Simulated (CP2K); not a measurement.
MgS:

```
S Mg
1.0
     4.00664    0.00000    0.00000
     2.00332    3.46985    0.00000
     2.00332    1.15662    3.27141
S Mg
1 1
Direct
  0.25000 0.25000 0.25000
  0.00000 0.00000 0.00000
```

The cell comes from a database or a generator and needn't be the stable form of this composition.

Base run:

* Program: CP2K 2026.2
* Functional: TB-mBJ
* Potentials or basis: POTENTIAL_UZH S GTH-PBE-q6, Mg GTH-PBE-q10; TZVP-MOLOPT-PBE-GTH basis
* Density cutoff: 19048 eV
* k mesh: 8 × 8 × 8
* Occupations: fermi-dirac, width 0.05 eV
* Spin: no spin polarisation

Its results: band gap on the k mesh 4.01 eV, direct.

Q: The run is repeated on the same cell with these changes: functional from TB-mBJ to PBEsol; eps_default from 1.0E-9 to 1.0E-10. What comes out?

A: Band gap on the k mesh 3.14 eV, direct.

Caveats: the basis of atomic orbitals isn't converged, which shifts pressures, moduli and gaps; this is a model potential without an energy functional, so only levels have meaning (some runs).
